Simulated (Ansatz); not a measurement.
A nudged elastic band was laid between two geometries of a periodic cell of 17 atoms, Si (host Si, host structure diamond, interstitial Si).

The calculation used DFT PBEsol, scalar-relativistic, plane waves, PAW in Ansatz. Settings: PAW set soft_1, cutoff 420 eV, k mesh 2x2x2, fermi-dirac smearing 0.05 eV, no spin polarisation.

```json
{"movable images": "3", "climbing image": "yes", "spring": "5.0 eV/Å²", "optimiser": "fire", "start path": "default", "force threshold": "0.05 eV/Å", "iteration limit": "50", "end points": "relaxed", "largest step": "0.5 Å"}
```

First end point:

```xyz
17
Lattice="0.0000 5.4300 5.4300 5.4300 0.0000 5.4300 5.4300 5.4300 0.0000" Properties=species:S:1:pos:R:3
Si -0.039 0.002 0.002
Si 1.328 1.384 1.383
Si 2.712 2.751 0.002
Si 4.074 4.068 1.367
Si 2.712 0.003 2.749
Si 4.074 1.367 4.068
Si 5.428 2.716 2.716
Si 6.778 4.070 4.069
Si -0.006 2.718 2.716
Si 1.329 4.051 4.050
Si 2.712 5.431 2.685
Si 4.093 6.813 4.052
Si 2.712 2.685 5.431
Si 4.093 4.053 6.811
Si 5.461 5.432 5.431
Si 6.780 6.794 6.794
Si 2.708 5.434 5.433
```

Last end point:

```xyz
17
Lattice="0.0000 5.4300 5.4300 5.4300 0.0000 5.4300 5.4300 5.4300 0.0000" Properties=species:S:1:pos:R:3
Si 0.005 0.004 0.005
Si 1.356 1.359 1.356
Si 2.711 2.710 0.005
Si 4.076 4.069 1.325
Si 2.709 0.007 2.708
Si 4.072 1.324 4.072
Si 5.457 2.688 2.691
Si 6.822 4.073 4.072
Si 0.005 2.710 2.711
Si 1.324 4.070 4.076
Si 2.698 5.447 2.698
Si 4.076 6.820 4.076
Si 2.691 2.689 5.457
Si 4.073 4.073 6.822
Si 5.457 5.454 5.457
Si 6.794 6.782 6.794
Si 4.079 4.067 4.079
```

Question: Which bonds break or form, and what moves?

Answer: Contacts lost: Si2–Si17. Contacts made: Si7–Si17. The atom that moves furthest is Si17, by 2.36 Å; four of its nearest neighbours are Si2 2.39, Si14 2.39, Si12 2.39, Si10 2.39 Å at the first end and Si11 2.39, Si15 2.39, Si7 2.39, Si13 2.39 Å at the last.

Question: What energy profile does the band end with?

Answer: The forces met the threshold. The highest image is number 2 of 0 to 4, 0.31 eV above the ends, which have the same energy within 2 meV. The order of the stationary point at the top wasn't checked. Limits of this set-up: coarse k mesh, PAW files made for another functional, a small cell, in which the defect meets its images.

```json
{"image": "0", "path coordinate (Å)": "0.00", "energy (eV)": "0.00", "Si2–Si17 (Å)": "2.39", "Si7–Si17 (Å)": "4.70"}
{"image": "1", "path coordinate (Å)": "0.74", "energy (eV)": "0.17", "Si2–Si17 (Å)": "2.50", "Si7–Si17 (Å)": "4.07"}
{"image": "2", "path coordinate (Å)": "1.49", "energy (eV)": "0.31", "Si2–Si17 (Å)": "3.21", "Si7–Si17 (Å)": "3.20"}
{"image": "3", "path coordinate (Å)": "2.24", "energy (eV)": "0.17", "Si2–Si17 (Å)": "4.07", "Si7–Si17 (Å)": "2.50"}
{"image": "4", "path coordinate (Å)": "2.98", "energy (eV)": "0.00", "Si2–Si17 (Å)": "4.69", "Si7–Si17 (Å)": "2.39"}
```

Question: What is the geometry of the highest image?

Answer: 
```xyz
17
Lattice="0.0000 5.4300 5.4300 5.4300 0.0000 5.4300 5.4300 5.4300 0.0000" Properties=species:S:1:pos:R:3
Si -0.017 -0.053 -0.052
Si 1.542 1.173 1.174
Si 2.767 2.731 -0.052
Si 4.019 4.126 1.343
Si 2.767 -0.052 2.733
Si 4.018 1.342 4.128
Si 5.243 2.901 2.902
Si 6.802 4.126 4.128
Si 0.180 2.535 2.537
Si 1.254 3.993 3.994
Si 2.634 5.511 2.613
Si 4.151 6.891 3.994
Si 2.634 2.612 5.512
Si 4.152 3.993 6.893
Si 5.532 5.511 5.512
Si 6.606 6.969 6.970
Si 3.393 4.751 4.753
```

Run time: 7.8 min on 1 thread of Arm Neoverse V2, on a shared host, peak memory 0.69 GiB.
